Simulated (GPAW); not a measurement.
## BAs (honeycomb monolayer): G0W0 on several meshes in GPAW

Aim: the GW shift of BAs (honeycomb monolayer) against the k mesh.

Method: PBE and many-body steps on it, plane waves, in GPAW 26.7.0.

Report form: the programs' logs are mostly left out.

**1. The structure**

The cell holds 2 atoms: 1 B and 1 As. Its edges and angles: a = 3.391 Å, b = 3.391 Å, c = 11.400 Å, α = 90.0°, β = 90.0°, γ = 120.0°. Vacuum lies along c.

Structure file:

```xyz
2
Lattice="3.3912 0.0000 0.0000 -1.6956 2.9369 0.0000 0.0000 0.0000 11.4000" Properties=species:S:1:pos:R:3
B     0.0000    1.9579    5.7000
As    1.6956    0.9790    5.7000
```

The structure was relaxed with PBE. The runs that relaxed it are not among those shown.

**2. Empty states on the mesh, 12×12×1 mesh, 267 bands**

This step: GPAW 26.7.0; DFT, PBE, plane waves, PAW.

The sums over transitions need many empty states on a uniform mesh; this step solves for them.

The input, run.py:

```python
import json
import numpy as np
from gpaw.mpi import world
from gpaw import GPAW

calc = GPAW('gs.gpw').fixed_density(kpts={'size': (12, 12, 1), 'gamma': True},
    nbands=311,
    convergence={'bands': 267},
    txt='nscf.txt')
calc.write('full.gpw', mode='all')
res = {}
kpts = calc.get_ibz_k_points()
res['kpts'] = kpts
res['eigenvalues'] = [calc.get_eigenvalues(kpt=k) for k in range(len(kpts))]
res['n_electrons'] = calc.get_number_of_electrons()

if world.rank == 0:
    with open('result.json', 'w') as f:
        json.dump(res, f, default=lambda x: x.tolist())
```

Started as:

```sh
$ mpirun -n 8 gpaw python run.py
```

It took 71 s on 8 MPI ranks of Intel Xeon 6975P-C (Granite Rapids), shared host; peak memory 2 GiB.

This step gave:

| Quantity | Value |
| --- | --- |
| gap | 0.7580 eV |
| k of the valence top | 0.3333, 0.3333, 0 |
| k of the conduction bottom | 0.3333, 0.3333, 0 |
| least direct gap | 0.7580 eV |
| k points computed | 19 |
| lowest point of the top converged band, above the valence top | 98.7783 eV |

On this mesh the gap is 0.758 eV.

**3. 12×12×1**

G0W0 replaces the xc potential by the self-energy, built once from these orbitals. Only a window of levels is corrected, while the sums run over the empty bands that the input names.

This step: G0W0 on PBE, plane waves, PAW.

The input, run.py:

```python
import json
import numpy as np
from gpaw.mpi import world
from gpaw.response.g0w0 import G0W0

gw = G0W0('full.gpw',
    filename='gw',
    kpts=[0, 9],
    bands=(2, 6),
    ecut=60,
    nbands=119,
    truncation='2D',
    integrate_gamma='sphere',
    q0_correction=True,
    frequencies={'type': 'nonlinear', 'domega0': 0.15, 'omega2': 15.0},
    eta=0.1,
    nblocksmax=True)
gw.calculate()
res = {mode: {k: v for k, v in r.items() if k != 'sigma_eskwn'}
       for mode, r in gw.all_results.items()}

if world.rank == 0:
    with open('result.json', 'w') as f:
        json.dump(res, f, default=lambda x: x.tolist())
```

Started as:

```sh
$ mpirun -n 8 gpaw python run.py
```

It took 3.6 min on 8 MPI ranks; peak memory 3.3 GiB.

Numbers from this step:

* G0W0 gap on the points computed: 1.457 eV
* least direct G0W0 gap on the computed points: 1.457 eV
* Z at the valence top: 0.6911
* Z at the conduction bottom: 0.6667
* starting gap on the mesh: 0.7580 eV
* k of the valence top: 0.3333, 0.3333, 0
* k of the conduction bottom: 0.3333, 0.3333, 0

The gap on the mesh goes from 0.76 eV to 1.46 eV, a correction of +0.70 eV.

**4. Empty states on the mesh, 9×9×1 mesh, 129 bands**

This step: DFT, PBE, plane waves, PAW.

The input, run.py:

```python
import json
import numpy as np
from gpaw.mpi import world
from gpaw import GPAW

calc = GPAW('gs.gpw').fixed_density(kpts={'size': (9, 9, 1), 'gamma': True},
    nbands=150,
    convergence={'bands': 129},
    txt='nscf.txt')
calc.write('full.gpw', mode='all')
res = {}
kpts = calc.get_ibz_k_points()
res['kpts'] = kpts
res['eigenvalues'] = [calc.get_eigenvalues(kpt=k) for k in range(len(kpts))]
res['n_electrons'] = calc.get_number_of_electrons()

if world.rank == 0:
    with open('result.json', 'w') as f:
        json.dump(res, f, default=lambda x: x.tolist())
```

Started as:

```sh
$ mpirun -n 8 gpaw python run.py
```

Run time: 30 s. Hardware: 8 MPI ranks; peak memory 1.6 GiB.

This step gave:

```
gap                                                           : 0.7580 eV
k of the valence top                                          : 0.3333, 0.3333, 0
k of the conduction bottom                                    : 0.3333, 0.3333, 0
least direct gap                                              : 0.7580 eV
k points computed                                             : 12
lowest point of the top converged band, above the valence top : 59.9697 eV
```

On this mesh the gap is 0.758 eV.

**5. 9×9×1**

This step: G0W0 on PBE, plane waves, PAW.

The input, run.py:

```python
import json
import numpy as np
from gpaw.mpi import world
from gpaw.response.g0w0 import G0W0

gw = G0W0('full.gpw',
    filename='gw',
    kpts=[0, 6],
    bands=(2, 6),
    ecut=60,
    nbands=119,
    truncation='2D',
    integrate_gamma='sphere',
    q0_correction=True,
    frequencies={'type': 'nonlinear', 'domega0': 0.15, 'omega2': 15.0},
    eta=0.1,
    nblocksmax=True)
gw.calculate()
res = {mode: {k: v for k, v in r.items() if k != 'sigma_eskwn'}
       for mode, r in gw.all_results.items()}

if world.rank == 0:
    with open('result.json', 'w') as f:
        json.dump(res, f, default=lambda x: x.tolist())
```

Started as:

```sh
$ mpirun -n 8 gpaw python run.py
```

The job ended after 62 s (8 MPI ranks; peak memory 2.9 GiB).

This step gave:

* G0W0 gap on the points computed: 1.441 eV
* least direct G0W0 gap on the computed points: 1.441 eV
* Z at the valence top: 0.6791
* Z at the conduction bottom: 0.6474
* starting gap on the mesh: 0.7580 eV
* k of the valence top: 0.3333, 0.3333, 0
* k of the conduction bottom: 0.3333, 0.3333, 0

Against G0W0 in GPAW (12×12×1 mesh, 119 bands, screening to 60 eV, full frequency, Hilbert transform), the gap moves by −0.016 eV.

**6. The runs together**

Times are wall times on 8 MPI ranks of Intel Xeon 6975P-C (Granite Rapids), shared host, good to a factor of about two.

```csv
run,mesh,bands,screening cutoff (eV),DFT gap (eV),gap on the mesh (eV),direct (eV),time
12×12×1,12×12×1,119,60,0.758,1.457,1.457,3.6 min
9×9×1,9×9×1,119,60,0.758,1.441,1.441,62 s
```

**7. Summary of results**

```json
{
 "12×12×1": "1.457 eV",
 "9×9×1": "1.441 eV",
 "known limits": "not at the basis limit; no spin-orbit coupling"
}
```

9×9×1: −0.016 eV against 12×12×1. Bands and cutoff are finite, so the gap is not at the basis limit. The miss can reach some tenths of an eV and take either sign; the mesh is an error of its own. These stock PAW sets were not made for GW; the filled d or f shell of As lies in the frozen core, which bears on start and correction. In the G0W0 runs levels were corrected at 2 k points alone, so a gap called «on the mesh» is the least over those, and an edge elsewhere would be missed. The many-body steps are scalar-relativistic: spin-orbit coupling is not in them.

[Paths, hosts, dates, memory and timing lines, banners, echoed tables and standing remarks are left out of the program output.]

[Logs are printed without paths, hosts, clocks, repeated set-up lines and the standing remarks that a program may print on its own settings, such as how far it seeks lower states.]

[Runs of the session that timed out or met a known fault of the program may be left out.]

[Hosts, paths, dates, database ids (printed as entryN), source tags and the programs' standing remarks are cut or masked in the printed files.]
